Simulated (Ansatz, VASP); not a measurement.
## AlN: VASP beside Ansatz

File INCAR:

```
ALGO = Normal ; EDIFF = 1E-6
ENCUT = 520 ; GGA = CA
ISIF = 2 ; ISMEAR = 0
LASPH = True ; LCHARG = False
LREAL = False ; LWAVE = False
NBANDS = 11 ; NELM = 80
PREC = Accurate ; SIGMA = 0.01
```

Contents of KPOINTS:

```
k-points
0
Gamma
  10 10 10
```

POSCAR

```
AlN
1.0
    2.1277202342      2.1277202342      0.0000000000
   -2.1277202342      2.1277202342      0.0000000000
    0.0000000000      2.1277202342      2.2166930303
Al N
1 1
Direct
    0.0000000000      0.0000000000      0.0000000000
    0.2500000000      0.7500000000      0.5000000000
```

Input for Ansatz:

```yaml
crystal:
  lattice:
    - [2.12772023423, 2.12772023423, 0.0]
    - [-2.12772023423, 2.12772023423, 0.0]
    - [0.0, 2.12772023423, 2.21669303027]
  atoms:
    - { symbol: Al, position: [0.0, 0.0, 0.0] }
    - { symbol: "N", position: [0.25, 0.75, 0.5] }
kpoints:
  mp_grid: { grid: [10, 10, 10] }
scf:
  occupations: { method: fixed }
  convergence: { dr2_threshold: 1.0e-10 }
hamiltonian:
  xc: lda
  pseudopotentials: { kind: all_electron, lapw: { basis_error: 0.0005 } }
output:
  forces: true
  stress: true
  eigenstates:
    kpoints:
      - [0.0, 0.0, 0.0]
      - [-0.5, 0.5, 0.0]
      - [-0.5, -0.5, -0.5]
      - [0.0, 0.0, -0.5]
      - [0.0, -0.5, -0.5]
      - [0.0, 0.5, 0.0]
      - [-0.5, 0.0, 0.0]
      - [-0.5, 0.0, -0.5]
  eigenvalues: true
```

Change from the starting cell: film at in-plane strain -0.02.

Alike in both runs: task single point; functional LDA; k mesh 10 × 10 × 10; no spin polarisation.

|  | VASP | Ansatz |
| --- | --- | --- |
| version | VASP 6.6.1 | Ansatz 0.2.0 |
| potentials or method | VASP PAW LDA potentials, release 64 (Al, N) | all-electron LAPW, scalar-relativistic |
| plane-wave cutoff (eV) | 520 | see its input |
| occupations | gaussian, width 0.01 eV | fixed |

VASP gave:

```
gap on the k mesh at the Fermi level (eV)       : 3.10
pressure (GPa)                                  : 4.8
largest component of the traceless stress (GPa) : 4.11
```

Question: Estimate Ansatz's values.

Answer: gap on the k mesh at the Fermi level (eV): 3.12; pressure (GPa): 4.2; largest component of the traceless stress (GPa): 4.14.

Ansatz ran all-electron here, so the differences hold the error of VASP's frozen core and of both bases.

A k mesh can miss the band edges.
